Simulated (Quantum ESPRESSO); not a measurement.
# InP (F-43m) in Quantum ESPRESSO: further runs, part 2 of 3

Quantum ESPRESSO 7.5.

## 3. Dielectric tensor, AM05

pw.in

```
&CONTROL
  calculation = 'scf'
  prefix = 'pwscf'
  outdir = './tmp'
  pseudo_dir = './pseudo'
  tprnfor = .true.
  tstress = .true.
  disk_io = 'low'
/
&SYSTEM
  ibrav = 0
  nat = 2
  ntyp = 2
  ecutwfc = 56
  ecutrho = 448
  nbnd = 15
  input_dft = 'XC-000I-000I-120L-135L-000I-000I'
  occupations = 'smearing'
  smearing = 'fd'
  degauss = 0.00367493
/
&ELECTRONS
  conv_thr = 4d-10
  electron_maxstep = 120
  mixing_beta = 0.5
/
ATOMIC_SPECIES
In   114.8180 in_pbe_v1.4.uspp.F.UPF
P     30.9738 p_pbe_v1.5.uspp.F.UPF
CELL_PARAMETERS bohr
   0.0000000000    5.5378424082    5.5378424082
   5.5378424082    0.0000000000    5.5378424082
   5.5378424082    5.5378424082    0.0000000000
ATOMIC_POSITIONS bohr
In     0.0000000000    0.0000000000    0.0000000000
P      8.3067636123    8.3067636123    8.3067636123
K_POINTS automatic
6 6 6 1 1 1
```

gamma.in

```
&CONTROL
  calculation = 'bands'
  prefix = 'pwscf'
  outdir = './tmp'
  pseudo_dir = './pseudo'
  disk_io = 'low'
  verbosity = 'high'
/
&SYSTEM
  ibrav = 0
  nat = 2
  ntyp = 2
  ecutwfc = 56
  ecutrho = 448
  nbnd = 15
  input_dft = 'XC-000I-000I-120L-135L-000I-000I'
  occupations = 'smearing'
  smearing = 'fd'
  degauss = 0.00367493
/
&ELECTRONS
  conv_thr = 1d-08
  electron_maxstep = 120
  mixing_beta = 0.5
  diago_full_acc = .true.
  startingwfc = 'random'
/
ATOMIC_SPECIES
In   114.8180 in_pbe_v1.4.uspp.F.UPF
P     30.9738 p_pbe_v1.5.uspp.F.UPF
CELL_PARAMETERS bohr
   0.0000000000    5.5378424082    5.5378424082
   5.5378424082    0.0000000000    5.5378424082
   5.5378424082    5.5378424082    0.0000000000
ATOMIC_POSITIONS bohr
In     0.0000000000    0.0000000000    0.0000000000
P      8.3067636123    8.3067636123    8.3067636123
K_POINTS crystal
1
0.0 0.0 0.0 1
```

scf2.in

```
&CONTROL
  calculation = 'scf'
  prefix = 'pwscf'
  outdir = './tmp'
  pseudo_dir = './pseudo'
  tprnfor = .true.
  tstress = .true.
  disk_io = 'low'
/
&SYSTEM
  ibrav = 0
  nat = 2
  ntyp = 2
  ecutwfc = 56
  ecutrho = 448
  nbnd = 15
  input_dft = 'XC-000I-000I-120L-135L-000I-000I'
  occupations = 'fixed'
/
&ELECTRONS
  conv_thr = 1d-13
  electron_maxstep = 120
  mixing_beta = 0.5
  startingpot = 'file'
/
ATOMIC_SPECIES
In   114.8180 in_pbe_v1.4.uspp.F.UPF
P     30.9738 p_pbe_v1.5.uspp.F.UPF
CELL_PARAMETERS bohr
   0.0000000000    5.5378424082    5.5378424082
   5.5378424082    0.0000000000    5.5378424082
   5.5378424082    5.5378424082    0.0000000000
ATOMIC_POSITIONS bohr
In     0.0000000000    0.0000000000    0.0000000000
P      8.3067636123    8.3067636123    8.3067636123
K_POINTS automatic
6 6 6 1 1 1
```

ph.in

```
dielectric of InP
&INPUTPH
  prefix = 'pwscf'
  outdir = './tmp'
  tr2_ph = 1d-18
  fildyn = 'dyn'
  niter_ph = 90
  alpha_mix(1) = 0.7
  epsil = .true.
  trans = .false.
  zeu = .true.
/
0.0000000000 0.0000000000 0.0000000000
```

Potentials or basis: GBRV 1.5 PBE.

Run with:

```console
OMP_NUM_THREADS=1 pw.x -in pw.in > pw.out
OMP_NUM_THREADS=1 pw.x -in gamma.in > gamma.out
OMP_NUM_THREADS=1 pw.x -in scf2.in > scf2.out
OMP_NUM_THREADS=1 ph.x -in ph.in > ph.out
```

pw.out:

```text
This program is part of the open-source Quantum ESPRESSO suite
     for quantum simulation of materials; please cite
         "P. Giannozzi et al., J. Phys.:Condens. Matter 21 395502 (2009);
         "P. Giannozzi et al., J. Phys.:Condens. Matter 29 465901 (2017);
         "P. Giannozzi et al., J. Chem. Phys. 152 154105 (2020);
     in publications or presentations arising from this work. More details at

     IMPORTANT: XC functional enforced from input :
     Exchange-correlation= XC-000I-000I-120L-135L-000I-000I
                           (   0   0 120 135   0   0   0)
     Any further DFT definition will be discarded
     Please, verify this is what you really want

     Message from routine setup:
     using ibrav=0 with symmetry is DISCOURAGED, use correct ibrav instead

     G-vector sticks info
     --------------------
     sticks:   dense  smooth     PW     G-vecs:    dense   smooth      PW
     Sum        1891     955    295                54313    19339    3287

     Using Slab Decomposition

     bravais-lattice index     =            0
     lattice parameter (alat)  =       7.8317  a.u.
     unit-cell volume          =     339.6658 (a.u.)^3
     number of atoms/cell      =            2
     number of atomic types    =            2
     number of electrons       =        18.00
     number of Kohn-Sham states=           15
     kinetic-energy cutoff     =      56.0000  Ry
     charge density cutoff     =     448.0000  Ry
     scf convergence threshold =      4.0E-10
     mixing beta               =       0.5000
     number of iterations used =            8  plain     mixing
     Exchange-correlation= XC-000I-000I-120L-135L-000I-000I
                           (   0   0 120 135   0   0   0)

     celldm(1)=   7.831692  celldm(2)=   0.000000  celldm(3)=   0.000000
     celldm(4)=   0.000000  celldm(5)=   0.000000  celldm(6)=   0.000000

     crystal axes: (cart. coord. in units of alat)
               a(1) = (   0.000000   0.707107   0.707107 )
               a(2) = (   0.707107   0.000000   0.707107 )
               a(3) = (   0.707107   0.707107   0.000000 )

     reciprocal axes: (cart. coord. in units 2 pi/alat)
               b(1) = ( -0.707107  0.707107  0.707107 )
               b(2) = (  0.707107 -0.707107  0.707107 )
               b(3) = (  0.707107  0.707107 -0.707107 )

     PseudoPot. # 1 for In read from file:
     in_pbe_v1.4.uspp.F.UPF
     Pseudo is Ultrasoft + core correction, Zval = 13.0
[... 35 lines left out ...]
         2        P      tau(   2) = (   1.0606602   1.0606602   1.0606602  )

     number of k points=    28  Fermi-Dirac smearing, width (Ry)=  0.0037
                       cart. coord. in units 2pi/alat
        k(    1) = (   0.0589256   0.0589256   0.0589256), wk =   0.0185185
        k(    2) = (   0.1767767   0.1767767  -0.0589256), wk =   0.0555556
        k(    3) = (   0.2946278   0.2946278  -0.1767767), wk =   0.0555556
        k(    4) = (  -0.2946278  -0.2946278   0.4124790), wk =   0.0555556
        k(    5) = (  -0.1767767  -0.1767767   0.2946278), wk =   0.0555556
        k(    6) = (  -0.0589256  -0.0589256   0.1767767), wk =   0.0555556
[... 20 lines left out ...]
        k(   27) = (   0.2946278   0.2946278   0.2946278), wk =   0.0185185
        k(   28) = (  -0.2946278  -0.2946278   0.8838835), wk =   0.0555556

     Dense  grid:    54313 G-vectors     FFT dimensions: (  54,  54,  54)

     Smooth grid:    19339 G-vectors     FFT dimensions: (  40,  40,  40)

     WARNING: libxc functional with ID  120 depends
      on external parameters: check the user_guide of
      QE if you need to modify them or to check their
      default values.

     WARNING: libxc functional with ID  135 depends
      on external parameters: check the user_guide of
      QE if you need to modify them or to check their
      default values.

     Initial potential from superposition of free atoms

     starting charge      16.4998, renormalised to      18.0000
     Starting wfcs are   13 randomized atomic wfcs +    2 random wfcs

     Self-consistent Calculation

     iteration #  1     ecut=    56.00 Ry     beta= 0.50
     Davidson diagonalization with overlap
     ethr =  1.00E-02,  avg # of iterations =  7.8

     total energy              =    -147.43319551 Ry
     estimated scf accuracy    <       2.75873953 Ry
[... 57 lines left out ...]
     iteration # 10     ecut=    56.00 Ry     beta= 0.50
     Davidson diagonalization with overlap
     ethr =  2.28E-12,  avg # of iterations =  5.6

     End of self-consistent calculation

          k = 0.0589 0.0589 0.0589 (  2409 PWs)   bands (ev):

    -7.1769  -7.1641  -7.1641  -7.0137  -7.0137  -4.5145   6.0343   6.8785
     6.8785   8.2828  11.0160  11.1087  11.1087  15.8822  15.9870
[... 73 lines left out ...]
    -7.3525  -7.0702  -7.0643  -7.0592  -6.9802  -2.2471   1.2609   4.4286
     4.6838   8.8874   9.4825  15.3917  15.8082  16.5382  17.7131

          k =-0.5303 0.1768-0.0589 (  2397 PWs)   bands (ev):

    -7.3226  -7.0969  -7.0827  -7.0435  -6.9889  -2.6334   1.7891   4.3143
     4.9145   9.6474  10.5025  12.9931  14.6988  15.9540  18.1529

          k =-0.4125 0.0589 0.0589 (  2407 PWs)   bands (ev):
[... 51 lines left out ...]
    -7.2989  -7.1206  -7.1113  -7.0105  -7.0023  -2.6688   1.3428   4.6022
     5.6944   9.5336  11.4024  12.4464  14.0311  16.2983  16.5861

     the Fermi energy is     7.5978 ev

!    total energy              =    -148.44765920 Ry
     estimated scf accuracy    <          1.1E-10 Ry
     smearing contrib. (-TS)   =      -0.00000000 Ry
     internal energy E=F+TS    =    -148.44765920 Ry

     The total energy is F=E-TS. E is the sum of the following terms:
     one-electron contribution =     -55.57264925 Ry
     hartree contribution      =      39.97005123 Ry
     xc contribution           =     -43.12465698 Ry
     ewald contribution        =     -89.72040420 Ry

     convergence has been achieved in  10 iterations

     Forces acting on atoms (cartesian axes, Ry/au):

     atom    1 type  1   force =     0.00000000    0.00000000    0.00000000
     atom    2 type  2   force =    -0.00000000   -0.00000000   -0.00000000

     Total force =     0.000000     Total SCF correction =     0.000000

     Computing stress (Cartesian axis) and pressure

          total   stress  (Ry/bohr**3)                   (kbar)     P=        8.10
   0.00005505  -0.00000000  -0.00000000            8.10       -0.00       -0.00
   0.00000000   0.00005505   0.00000000            0.00        8.10        0.00
  -0.00000000   0.00000000   0.00005505           -0.00        0.00        8.10

=------------------------------------------------------------------------------=
   JOB DONE.
=------------------------------------------------------------------------------=
```

Run time: 8.2 min. Hardware: 1 thread of Intel Xeon at 2.50GHz (Skylake/Cascade Lake), shared host; peak memory 0.24 GiB.

Results:

| Quantity | Value |
| --- | --- |
| Free energy | -2019.7333 eV |
| Pressure | 0.8 GPa |
| Electronic dielectric tensor (diagonal) | 11.23 |
| Born charges (mean of the diagonal) | In +2.51; P -2.52 e |

Levels at points of the mesh, in eV from the valence-band top:
| k point | band 7 | band 8 | band 9 | band 10 | band 11 | band 12 |
| --- | --- | --- | --- | --- | --- | --- |
| (0.08, 0.08, 0.08) | -0.84 | 0.00 | 0.00 | 1.40 | 4.14 | 4.23 |

Electronic dielectric tensor:
```
11.23  0.00  0.00
 0.00 11.23  0.00
 0.00  0.00 11.23
```

Born effective charge tensors (e):
atom 1, In
```
2.51 0.00 0.00
0.00 2.51 0.00
0.00 0.00 2.51
```
atom 2, P
```
-2.52  0.00  0.00
 0.00 -2.52  0.00
 0.00  0.00 -2.52
```

Caveat: the mesh is thin for the dielectric tensor, Born charges and intensities, which usually come out too large; the potentials were made for another functional, which shifts forces and pressure.

## 4. Phonons, LDA

Edit pw.in of step 3 so:

```diff
@@ -16,3 +16,2 @@
   nbnd = 15
-  input_dft = 'XC-000I-000I-120L-135L-000I-000I'
   occupations = 'smearing'
@@ -27,4 +26,4 @@
 ATOMIC_SPECIES
-In   114.8180 in_pbe_v1.4.uspp.F.UPF
-P     30.9738 p_pbe_v1.5.uspp.F.UPF
+In   114.8180 in_lda_v1.4.uspp.F.UPF
+P     30.9738 p_lda_v1.5.uspp.F.UPF
 CELL_PARAMETERS bohr
```

relax.in

```
&CONTROL
  calculation = 'vc-relax'
  prefix = 'pwscf'
  outdir = './tmp'
  pseudo_dir = './pseudo'
  tprnfor = .true.
  tstress = .true.
  disk_io = 'low'
  nstep = 40
  forc_conv_thr = 0.0001
  etot_conv_thr = 1d-06
/
&SYSTEM
  ibrav = 0
  nat = 2
  ntyp = 2
  ecutwfc = 56
  ecutrho = 448
  nbnd = 15
  occupations = 'smearing'
  smearing = 'fd'
  degauss = 0.00367493
/
&ELECTRONS
  conv_thr = 4d-10
  electron_maxstep = 120
  mixing_beta = 0.5
/
&IONS
  ion_dynamics = 'bfgs'
/
&CELL
  cell_dynamics = 'bfgs'
  press = 0
  press_conv_thr = 0.2
/
ATOMIC_SPECIES
In   114.8180 in_lda_v1.4.uspp.F.UPF
P     30.9738 p_lda_v1.5.uspp.F.UPF
CELL_PARAMETERS bohr
   0.0000000000    5.5378424082    5.5378424082
   5.5378424082    0.0000000000    5.5378424082
   5.5378424082    5.5378424082    0.0000000000
ATOMIC_POSITIONS bohr
In     0.0000000000    0.0000000000    0.0000000000
P      8.3067636123    8.3067636123    8.3067636123
K_POINTS automatic
6 6 6 1 1 1
```

gamma.in

```
&CONTROL
  calculation = 'bands'
  prefix = 'pwscf'
  outdir = './tmp'
  pseudo_dir = './pseudo'
  disk_io = 'low'
  verbosity = 'high'
/
&SYSTEM
  ibrav = 0
  nat = 2
  ntyp = 2
  ecutwfc = 56
  ecutrho = 448
  nbnd = 15
  occupations = 'smearing'
  smearing = 'fd'
  degauss = 0.00367493
/
&ELECTRONS
  conv_thr = 1d-08
  electron_maxstep = 120
  mixing_beta = 0.5
  diago_full_acc = .true.
  startingwfc = 'random'
/
ATOMIC_SPECIES
In   114.8180 in_lda_v1.4.uspp.F.UPF
P     30.9738 p_lda_v1.5.uspp.F.UPF
CELL_PARAMETERS bohr
   0.0000000000    5.4997682966    5.4997682966
   5.4997682966    0.0000000000    5.4997682966
   5.4997682966    5.4997682966    0.0000000000
ATOMIC_POSITIONS bohr
In     0.0000000000    0.0000000000    0.0000000000
P      8.2496524449    8.2496524449    8.2496524449
K_POINTS crystal
1
0.0 0.0 0.0 1
```

scf2.in

```
&CONTROL
  calculation = 'scf'
  prefix = 'pwscf'
  outdir = './tmp'
  pseudo_dir = './pseudo'
  tprnfor = .true.
  tstress = .true.
  disk_io = 'low'
/
&SYSTEM
  ibrav = 0
  nat = 2
  ntyp = 2
  ecutwfc = 56
  ecutrho = 448
  nbnd = 15
  occupations = 'fixed'
/
&ELECTRONS
  conv_thr = 1d-13
  electron_maxstep = 120
  mixing_beta = 0.5
  startingpot = 'file'
/
ATOMIC_SPECIES
In   114.8180 in_lda_v1.4.uspp.F.UPF
P     30.9738 p_lda_v1.5.uspp.F.UPF
CELL_PARAMETERS bohr
   0.0000000000    5.4997682966    5.4997682966
   5.4997682966    0.0000000000    5.4997682966
   5.4997682966    5.4997682966    0.0000000000
ATOMIC_POSITIONS bohr
In     0.0000000000    0.0000000000    0.0000000000
P      8.2496524449    8.2496524449    8.2496524449
K_POINTS automatic
6 6 6 1 1 1
```

ph.in

```
phonons of InP
&INPUTPH
  prefix = 'pwscf'
  outdir = './tmp'
  tr2_ph = 1d-18
  fildyn = 'dyn'
  niter_ph = 90
  alpha_mix(1) = 0.7
  epsil = True
/
0.0000000000 0.0000000000 0.0000000000
```

dynmat.in

```
&INPUT
  fildyn = 'dyn'
  asr = 'crystal'
  lperm = .true.
  filout = 'dynmat.disp'
  fileig = 'dynmat.eig'
/
```

dynmat_lo.in

```
&INPUT
  fildyn = 'dyn'
  asr = 'crystal'
  filout = 'dynmat_lo.disp'
  fileig = 'dynmat_lo.eig'
  q(1) = 0
  q(2) = 0
  q(3) = 1
/
```

Potentials or basis: GBRV 1.5 LDA.

Run with:

```console
OMP_NUM_THREADS=1 mpirun -n 4 pw.x -nk 4 -in pw.in > pw.out
OMP_NUM_THREADS=1 mpirun -n 4 pw.x -nk 4 -in relax.in > relax.out
OMP_NUM_THREADS=1 mpirun -n 4 pw.x -in gamma.in > gamma.out
OMP_NUM_THREADS=1 mpirun -n 4 pw.x -nk 4 -in scf2.in > scf2.out
OMP_NUM_THREADS=1 mpirun -n 4 ph.x -nk 4 -in ph.in > ph.out
OMP_NUM_THREADS=1 mpirun -n 1 dynmat.x -in dynmat.in > dynmat.out
OMP_NUM_THREADS=1 mpirun -n 1 dynmat.x -in dynmat_lo.in > dynmat_lo.out
```

pw.out:

```text
This program is part of the open-source Quantum ESPRESSO suite
     for quantum simulation of materials; please cite
         "P. Giannozzi et al., J. Phys.:Condens. Matter 21 395502 (2009);
         "P. Giannozzi et al., J. Phys.:Condens. Matter 29 465901 (2017);
         "P. Giannozzi et al., J. Chem. Phys. 152 154105 (2020);
     in publications or presentations arising from this work. More details at

     Message from routine setup:
     using ibrav=0 with symmetry is DISCOURAGED, use correct ibrav instead

     K-points division:     npool     =       4
     Subspace diagonalization in iterative solution of the eigenvalue problem:
     a serial algorithm will be used

     G-vector sticks info
     --------------------
     sticks:   dense  smooth     PW     G-vecs:    dense   smooth      PW
     Sum        1891     955    295                54313    19339    3287

     Using Slab Decomposition

     bravais-lattice index     =            0
[... 252 lines left out ...]

    -7.5762  -7.3544  -7.3398  -7.3000  -7.2450  -2.8679   1.4987   4.0491
     4.6619   9.2997  10.1682  12.6427  14.3752  15.5798  17.9057

          k =-0.4125 0.0589 0.0589 (  2407 PWs)   bands (ev):
[... 51 lines left out ...]
    -7.5526  -7.3779  -7.3683  -7.2669  -7.2585  -2.9017   1.0494   4.3328
     5.4509   9.1876  11.0666  12.1531  13.6413  15.9137  16.3237

     the Fermi energy is     7.2949 ev

!    total energy              =    -148.70735895 Ry
     estimated scf accuracy    <          3.2E-10 Ry
     smearing contrib. (-TS)   =      -0.00000001 Ry
     internal energy E=F+TS    =    -148.70735894 Ry

     The total energy is F=E-TS. E is the sum of the following terms:
     one-electron contribution =     -55.84950609 Ry
     hartree contribution      =      40.00183140 Ry
     xc contribution           =     -43.13928006 Ry
     ewald contribution        =     -89.72040420 Ry

     convergence has been achieved in   9 iterations

     Forces acting on atoms (cartesian axes, Ry/au):

     atom    1 type  1   force =     0.00000000   -0.00000000   -0.00000000
     atom    2 type  2   force =     0.00000000    0.00000000   -0.00000000

     Total force =     0.000000     Total SCF correction =     0.000000

     Computing stress (Cartesian axis) and pressure

          total   stress  (Ry/bohr**3)                   (kbar)     P=      -13.59
  -0.00009240   0.00000000   0.00000000          -13.59        0.00        0.00
   0.00000000  -0.00009240   0.00000000            0.00      -13.59        0.00
  -0.00000000   0.00000000  -0.00009240           -0.00        0.00      -13.59

=------------------------------------------------------------------------------=
   JOB DONE.
=------------------------------------------------------------------------------=
```

gamma.out:

```text
This program is part of the open-source Quantum ESPRESSO suite
     for quantum simulation of materials; please cite
         "P. Giannozzi et al., J. Phys.:Condens. Matter 21 395502 (2009);
         "P. Giannozzi et al., J. Phys.:Condens. Matter 29 465901 (2017);
         "P. Giannozzi et al., J. Chem. Phys. 152 154105 (2020);
     in publications or presentations arising from this work. More details at
[... 354 lines left out ...]

          k = 0.0000 0.0000 0.0000 (  2397 PWs)   bands (ev):

    -7.2048  -7.2048  -7.2048  -7.0391  -7.0391  -4.7187   6.9999   6.9999
     6.9999   7.5687  10.9403  10.9403  10.9403  15.3322  16.4600

=------------------------------------------------------------------------------=
   JOB DONE.
=------------------------------------------------------------------------------=
```

Wall time 7.3 min (4 MPI ranks of Intel Xeon at 2.50GHz (Skylake/Cascade Lake), shared host); peak memory 0.64 GiB.

Results:

- Free energy: -2023.2702 eV
- Relaxed volume: 24.65 Å³/atom
- Relaxed cell: a = 4.116 Å, b = 4.116 Å, c = 4.116 Å, α = 60.00°, β = 60.00°, γ = 60.00°
- Space group after relaxing (to 0.05 Å): F-43m (No. 216)
- Pressure after relaxing: 0.1 GPa
- Electronic dielectric tensor (diagonal): 11.64
- Born charges (mean of the diagonal): In +2.47; P -2.48 e
- Highest phonon frequency at Γ, LO-TO splitting left out: 304 cm⁻¹
- Static dielectric tensor (diagonal): 14.35

Step by step:
```csv
step,energy change (eV),largest force (eV/Å),pressure (GPa),volume (Å³)
1,0.0000,0.0000,-1.36,50.33
2,-0.0025,0.0000,-0.92,49.99
3,-0.0043,0.0000,-0.23,49.47
4,-0.0044,0.0000,0.01,49.30
5,-0.0044,0.0000,0.00,49.30
```

Final structure:
```yaml
crystal:
  lattice:
    - [0.00000, 2.91035, 2.91035]
    - [2.91035, 0.00000, 2.91035]
    - [2.91035, 2.91035, 0.00000]
  atoms:
    - { symbol: In, position: [0.00000, 0.00000, 0.00000] }
    - { symbol: P, position: [0.75000, 0.75000, 0.75000] }
```

Phonon frequencies in cm⁻¹ (negative: imaginary):
```tsv
q point	frequencies
(0.000, 0.000, 0.000)	-7 -7 -7 304 304 304
```

Electronic dielectric tensor:
```
11.64  0.00  0.00
 0.00 11.64  0.00
 0.00  0.00 11.64
```

Born effective charge tensors (e):
atom 1, In
```
2.47 0.00 0.00
0.00 2.47 0.00
0.00 0.00 2.47
```
atom 2, P
```
-2.48  0.00  0.00
 0.00 -2.48  0.00
 0.00  0.00 -2.48
```

Optical modes at Γ, degenerate ones joined, polar ones without the macroscopic field:
| cm⁻¹ | components | symmetry | active in | IR intensity, summed ((D/Å)²/amu) |
| --- | --- | --- | --- | --- |
| 304 | 3 | T2 | IR and Raman | 17.32 |

Zone-centre frequencies without and with the macroscopic field along z (cm⁻¹):
```tsv
	optical modes in rising order
without	304 304 304
with the field	304 304 337
```

Static dielectric tensor, electrons and zone-centre modes:
```
14.35  0.00  0.00
 0.00 14.35  0.00
 0.00  0.00 14.35
```

Caveat: the mesh is thin for the dielectric tensor, Born charges and intensities, which usually come out too large.

(Part 2 of 3 ends here.)
